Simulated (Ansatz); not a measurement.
**Al under changes of volume**

One of the cells (16.603 Å³/atom); the others are scaled copies at fixed shape and fractional positions:

```
Al
1.0
     0.00000    2.02481    2.02481
     2.02481    0.00000    2.02481
     2.02481    2.02481    0.00000
Al
1
Direct
  0.00000 0.00000 0.00000
```

| Item | Value |
| --- | --- |
| Program | Ansatz 0.2.0 |
| Functional | PBEsol |
| Dispersion | D3(BJ) |
| Potentials or basis | all-electron LAPW, scalar-relativistic |
| Cutoff | 130 eV (chosen from the basis error) |
| Basis error allowed | 0.001 eV/atom |
| k mesh | 8 × 8 × 8 |
| Occupations | cold, width 0.1 eV |
| Spin | non-collinear spin, ferromagnetic start |
| Starting moments | [[0.289, 0.289, 0.289]] μB |

```csv
volume (Å³/atom),energy over the lowest point (meV/atom),pressure (GPa)
15.607,0.00,-0.1
15.939,2.16,-1.9
16.271,7.85,-3.5
16.603,16.75,-5.0
16.935,28.58,-6.4
17.267,43.08,-7.6
17.599,?,?
```

**Question.** What does the run at 17.599 Å³/atom give?

**Answer.** Energy over the lowest point 59.92 meV/atom; pressure -8.7 GPa.

Worked out: A Birch-Murnaghan fit of order 3 (a polynomial in V^(-2/3)) to the other rows has its minimum at 15.58 Å³/atom, just outside them, with B0 = V·E''(V) = 88 GPa and B' = 3.4. It gives 60.01 meV/atom at 17.599 Å³/atom, against the run's 59.92, and -dE/dV = -8.7 GPa, against -8.7.

Energies are extrapolated to zero smearing.

Caveats: the program listed the state as in doubt; the k mesh is thin for a metal, which can move the energy by tens of meV per atom; pairwise dispersion overbinds metals, which lowers pressure and volume; the starting moments weren't kept.
